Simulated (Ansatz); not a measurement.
Runs of Ansatz 0.2.0 on Cs2AgBiBr6. It takes space group Fm-3m (No. 225, cubic). The conventional cell has a = 11.232 Å, b = 11.232 Å, c = 11.232 Å, α = 90.00°, β = 90.00°, γ = 90.00°. Bi (site symmetry m-3m) has 6 Br at 2.81 Å as nearest neighbours. Cs (site symmetry -43m) has 12 Br at 3.97 Å as nearest neighbours. Around Ag (site symmetry m-3m) lie 6 Br at 2.80 Å. Br (site symmetry 4mm) has 1 Ag at 2.80 Å and 1 Bi at 2.81 Å as nearest neighbours. 

```csv
level,gap on the mesh (eV),pressure (GPa),relaxed volume (Å³/atom)
PBEsol+D4,(a),0.0,34.21
PBEsol,1.09,0.0,35.00
PBEsol+D3(BJ)-ATM,(b),0.0,33.74
PBEsol+D3(BJ),1.02,0.0,33.60
```

Alike in all rows: task relaxation of cell and atoms; potentials or basis Ansatz PAW; no spin polarisation; cell relaxed; k mesh 4 × 4 × 4; cutoff (eV) 420; smearing fermi-dirac 0.05 eV.

Q: Estimate the missing entries.

A: (a) 1.05; (b) 1.03.

Caveats: the plane-wave basis is chosen anew once the cell has moved, so the energies of steps on either side of that aren't comparable; spin-orbit coupling is left out, which as a rule narrows the gap of such compounds by several tenths of an eV; the PAW data sets come from PBE, with cores solved anew for the run's functional, which leaves a small shift of forces and pressure.

A k mesh can miss the band edges, and the runs leave out spin-orbit coupling on Ag, Bi, Br, Cs.
